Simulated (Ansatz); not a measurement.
Crystal: CsSnI3.

```
Cs I Sn
1.0
     6.20570    0.00000    0.00000
     0.00000    6.20570    0.00000
     0.00000    0.00000    6.20570
Cs I Sn
1 3 1
Direct
  0.00000 0.00000 0.00000
  0.50000 0.50000 0.00000
  0.50000 0.00000 0.50000
  0.00000 0.50000 0.50000
  0.50000 0.50000 0.50000
```

```yaml
Program: Ansatz 0.2.0
Task: relaxation of cell and atoms
Functional: PBEsol
Dispersion: D4
Potentials_or_basis: Ansatz PAW
Cutoff: "420 eV (not typed: the program's choice for these potentials)"
k_mesh: 5 × 5 × 5
Occupations: fermi-dirac, width 0.05 eV
Spin: no spin polarisation
```

At the start: volume 47.80 Å³/atom.

Task: How do energy, volume and symmetry change on relaxing?

Result: It ends after 13 steps and the volume is 45.33 Å³/atom (-5.2 %); space group Pm-3m (No. 221, to 0.05 Å).

Step by step:
```csv
step,energy change (eV),largest force (eV/Å),volume (Å³)
1,0.0000,0.0000,238.99
2,-0.0464,0.0000,231.15
3,-0.0543,0.0000,226.34
4,-0.0561,0.0000,228.55
5,-0.0564,0.0000,228.46
6,-0.0605,0.0000,226.95
7,-0.0606,0.0000,226.86
8,-0.0608,0.0000,226.59
9,-0.0608,0.0000,226.76
10,-0.0609,0.0000,226.70
11,-0.0609,0.0000,226.65
12,-0.0609,0.0000,226.67
13,-0.0597,0.0000,226.67
```

Final structure:
```
Cs I Sn
1.0
     6.09723    0.00000    0.00000
     0.00000    6.09723    0.00000
     0.00000    0.00000    6.09723
Cs I Sn
1 3 1
Cartesian
  0.0000 0.0000 0.0000
  3.0486 3.0486 0.0000
  3.0486 0.0000 3.0486
  0.0000 3.0486 3.0486
  3.0486 3.0486 3.0486
```

Caveat: the plane-wave basis is chosen anew once the cell has moved, so the energies of steps on either side of that aren't comparable; the PAW data sets come from PBE, with cores solved anew for the run's functional, which leaves a small shift of forces and pressure.
